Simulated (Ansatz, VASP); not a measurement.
Sb: VASP beside Ansatz

File INCAR:

```
SYSTEM = Sb
ALGO = Normal ; EDIFF = 1E-6
ENCUT = 520 ; GGA = PS
ISIF = 2 ; ISMEAR = -1
LASPH = .TRUE. ; LCHARG = .FALSE.
LREAL = .FALSE. ; LWAVE = .FALSE.
NBANDS = 8 ; NELM = 100
PREC = Accurate ; SIGMA = 0.05
```

Contents of KPOINTS:

```
k-points
0
G
  16 16 16
  0 0 0
```

File POSCAR:

```
Sb
1.0
   -1.8136913067      1.8136913067      1.8136913067
    1.8136913067     -1.8136913067      1.8136913067
    1.8136913067      1.8136913067     -1.8136913067
Sb
1
Direct
    0.0000000000      0.0000000000      0.0000000000
```

Input for Ansatz:

```yaml
crystal:
  lattice:
    - [-1.8136913067, 1.8136913067, 1.8136913067]
    - [1.8136913067, -1.8136913067, 1.8136913067]
    - [1.8136913067, 1.8136913067, -1.8136913067]
  atoms:
    - { symbol: Sb, position: [0.0, 0.0, 0.0] }
kpoints:
  mp_grid: { grid: [16, 16, 16] }
  band_path:
    path:
      - [0.0, 0.0, 0.0]
      - [0.5, -0.5, 0.5]
      - [0.0, 0.0, 0.5]
      - [0.0, 0.0, 0.0]
      - [0.25, 0.25, 0.25]
      - [0.5, -0.5, 0.5]
      - [0.25, 0.25, 0.25]
      - [0.0, 0.0, 0.5]
    npoints: 8
scf:
  occupations: { method: fermi_dirac, width: 0.05 }
hamiltonian:
  xc: pbesol
  pseudopotentials: { kind: all_electron, lapw: { basis_error: 0.001 } }
output:
  forces: true
  stress: true
  eigenvalues: true
  populations: true
  dos: { projected: true, de: 0.2, e_range: [-14, 8] }
```

Change from the starting cell: volume scaled by 0.92, LAPW.

Alike in both runs: task single point; functional PBEsol; k mesh 16 × 16 × 16; occupations fermi-dirac, width 0.05 eV; no spin polarisation.

```csv
,VASP,Ansatz
version,VASP 6.6.1,Ansatz 0.2.0
potentials or method,"VASP PAW PBE potentials, release 64 (Sb)","all-electron LAPW, scalar-relativistic"
plane-wave cutoff (eV),520,see its input
```

```csv
,VASP,Ansatz,Ansatz less VASP
pressure (GPa),6.9,6.9,-0.07
```

Ansatz ran all-electron here, so the differences hold the error of VASP's frozen core and of both bases.

Caveats: the PAW data sets were made with another functional, which shifts forces and pressure a little (VASP). Spin-orbit coupling is left out, which matters for the levels of Sb.
